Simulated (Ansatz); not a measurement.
# BaTiO₃: frozen-core PAW against all-electron methods

```yaml
crystal:
  lattice:
    - [2.82767, 1.63255, 2.31773]
    - [-2.82767, 1.63255, 2.31773]
    - [0.00000, -3.26511, 2.31773]
  atoms:
    - { symbol: Ba, position: [0.00000, 0.00000, 0.00000] }
    - { symbol: Ti, position: [0.51400, 0.51400, 0.51400] }
    - { symbol: O, position: [0.49160, 0.49160, 0.98150] }
    - { symbol: O, position: [0.49160, 0.98150, 0.49160] }
    - { symbol: O, position: [0.98150, 0.49160, 0.49160] }
```

Atom numbers follow the list: Ba1, Ti2, O3, O4, O5.

The conventional cell has a = 5.655 Å, b = 5.655 Å, c = 6.953 Å, α = 90.00°, β = 90.00°, γ = 120.00°. Around Ba (atom 1) lie 12 O at 2.79 to 2.88 Å. Around Ti (atom 2) lie 6 O at 1.88 to 2.14 Å. O (atom 3) is surrounded by 2 Ti at 1.88 to 2.14 Å.

The cell is COD entry 9014756, as deposited and not checked against the literature; nothing was relaxed.

Spin–orbit coupling is left out, though it moves levels of the heavy atoms by tenths of an eV or more.

Levels of theory: DFT, PBE, PAW with Ansatz's default frozen-core files, scalar-relativistic (Ansatz 0.2.0); DFT, PBE, all-electron LAPW, scalar-relativistic (Ansatz 0.2.0).

For PAW: a Γ-centred 9×9×9 k mesh, Fermi–Dirac smearing of 0.05 eV, cutoff 420 eV, no spin polarisation. LAPW targets a basis error of 1 meV/atom. The Ansatz runs share mesh, smearing and spin set-up. Plane-wave (PAW) pressures include the program's estimate of the Pulay term.

Stress and pressure are positive in compression.

Levels count from the top of the valence band.

PAW results:

```tsv
quantity	PAW
pressure (GPa)	5.01
stress xx (GPa)	5.10
stress zz (GPa)	4.83
force on Ba1, z (eV/Å)	0.093
force on Ti2, z (eV/Å)	-0.062
force on O3, y (eV/Å)	-0.180
band gap (eV)	2.406
highest filled level at L (eV)	-0.788
lowest empty level at L (eV)	2.550
highest filled level at S0 (eV)	-0.054
lowest empty level at S0 (eV)	3.904
highest filled level at S2 (eV)	-0.054
lowest empty level at S2 (eV)	3.904
```

(1) What does LAPW (all electrons) give for the same quantities?

Results:

(1) 
```csv
quantity,LAPW
pressure (GPa),5.00
stress xx (GPa),5.09
stress zz (GPa),4.82
"force on Ba1, z (eV/Å)",0.093
"force on Ti2, z (eV/Å)",-0.060
"force on O3, y (eV/Å)",-0.179
band gap (eV),2.401
highest filled level at L (eV),-0.790
lowest empty level at L (eV),2.546
highest filled level at S0 (eV),-0.054
lowest empty level at S0 (eV),3.902
highest filled level at S2 (eV),-0.054
lowest empty level at S2 (eV),3.902
```
